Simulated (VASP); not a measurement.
Write the native input for VASP 6.6.1 that does the following.

* Task: single point
* Functional: PBE0
* Potentials or basis: VASP PAW PBE potentials, release 64 (C)
* Cutoff: 420 eV
* k mesh: 8 × 8 × 8
* Occupations: gaussian, width 0.05 eV
* Spin: no spin polarisation
* Grid for exact exchange (PRECFOCK): Fast
* Exchange at q = 0: truncated
* Further INCAR settings: ALGO = Normal; EDIFF = 1e-07

Crystal: C.

```
C
1.0
     0.00000    1.78350    1.78350
     1.78350    0.00000    1.78350
     1.78350    1.78350    0.00000
C
2
Direct
  0.00000 0.00000 0.00000
  0.25000 0.25000 0.25000
```

This isn't the form of C at room conditions, which is graphite.

The input as run:

POSCAR

```
C
1.0
    0.0000000000      1.7835000000      1.7835000000
    1.7835000000      0.0000000000      1.7835000000
    1.7835000000      1.7835000000      0.0000000000
C
2
Direct
    0.0000000000      0.0000000000      0.0000000000
    0.2500000000      0.2500000000      0.2500000000
```

INCAR.step1

```
SYSTEM = C
ALGO = Normal
EDIFF = 1E-5
ENCUT = 420
GGA = PE
ISIF = 2
ISMEAR = 0
LASPH = .TRUE.
LCHARG = .FALSE.
LREAL = .FALSE.
LWAVE = .TRUE.
NELM = 80
PREC = Accurate
SIGMA = 0.05
```

INCAR.step2

```
SYSTEM = C
AEXX = 0.25
ALGO = Normal
EDIFF = 1E-7
ENCUT = 420
GGA = PE
HFRCUT = -1
ISIF = 2
ISMEAR = 0
ISTART = 1
LASPH = .TRUE.
LCHARG = .FALSE.
LHFCALC = .TRUE.
LREAL = .FALSE.
LWAVE = .FALSE.
NELM = 80
PREC = Accurate
PRECFOCK = Fast
SIGMA = 0.05
```

KPOINTS

```
k-points
0
G
  8 8 8
  0 0 0
```

Potentials or basis: VASP PAW PBE potentials, release 64 (C).

Launch:

```console
$ cat potpaw_PBE.64/C/POTCAR > POTCAR
$ cp INCAR.step1 INCAR
$ mpirun -np 1 vasp_std > vasp.out
$ cp INCAR.step2 INCAR
$ mpirun -np 1 vasp_std > vasp.out
```

It gave:

```
Band gap on the k mesh : 6.02 eV, indirect (least direct gap 7.69 eV)
```

Wall time 2.3 min on 1 thread of Intel(R) Xeon(R) Platinum 8559C (Emerald Rapids) (shared host), peak memory 0.11 GiB.
